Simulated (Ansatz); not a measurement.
**Ionic part of the dielectric constant of HfO2 at 9 GPa, mode by mode**

The calculation used Ansatz 0.2.0, DFT PBE, scalar-relativistic, plane waves, PAW. Plane waves to 420 eV; Γ-centred k mesh 8×8×8; fixed occupations. No spin polarisation. Phonons by linear response, acoustic sum rule imposed.

Symmetry: Fm-3m, No. 225, cubic system. Conventional cell: a = 5.040 Å, b = 5.040 Å, c = 5.040 Å, α = 90.00°, β = 90.00°, γ = 90.00°. Hf (site symmetry m-3m) has 8 O at 2.18 Å as nearest neighbours. O (site symmetry -43m) is surrounded by 4 Hf at 2.18 Å.

Spin–orbit coupling is left out, which matters for heavy elements. Other phases may be more stable at this pressure.

The primitive cell has V = 32.01 Å³ and ε∞,xx = 5.283. Each polar mode adds Δε = (4.92064×10⁷/V)·S/ν² along x, with S its oscillator strength in e²/amu, ν in cm⁻¹ and V in Å³.

Question: From these modes, find each Δε and ε0,xx.
```
ν (cm⁻¹) S_xx (e²/amu)
   250.5          1.137
```

Answer:
```
ν (cm⁻¹)     Δε
   250.5  27.86
```

The sum is 27.857, so ε0,xx = 33.14; the run's tensor has 33.14.

Question: Where do the longitudinal modes lie for a wave vector along x?

Answer: At 627 cm⁻¹. The Lyddane–Sachs–Teller product Π(ν_LO/ν_TO)² = 6.27 matches ε0/ε∞ = 6.27.

This fluorite-type form isn't the usual stable structure of the compound at low pressure.

Cost: 1 run of about 0.43 core-minutes, on Intel Xeon Platinum 8488C (Sapphire Rapids) (shared hosts).